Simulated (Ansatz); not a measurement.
**KBr (R3m) at 2 levels of theory**

One geometry, relaxed with PBE; plane waves with PAW potentials in Ansatz, scalar-relativistic. No spin polarisation. Gaps are the least over mesh and band path; pressure is positive in compression.

```yaml
crystal:
  lattice:
    - [2.62679, 1.51658, 4.30856]
    - [-2.62679, 1.51658, 4.30856]
    - [0.00000, -3.03315, 4.30856]
  atoms:
    - { symbol: K, position: [0.24902, 0.24902, 0.24902] }
    - { symbol: Br, position: [0.99974, 0.99974, 0.99974] }
```

| level | cutoff (eV) | k mesh | gap (eV) | pressure (GPa) |
| --- | --- | --- | --- | --- |
| PBE | 420 | 6×6×6 | 4.23 | 0.0 |

What comes out on the same cell with r2SCAN?

| level | cutoff (eV) | k mesh | gap (eV) | pressure (GPa) |
| --- | --- | --- | --- | --- |
| r2SCAN | 500 | 6×6×6 | 4.80 | -0.2 |

The structure comes from a generated guess; another structure or a mixture of phases may lie lower.
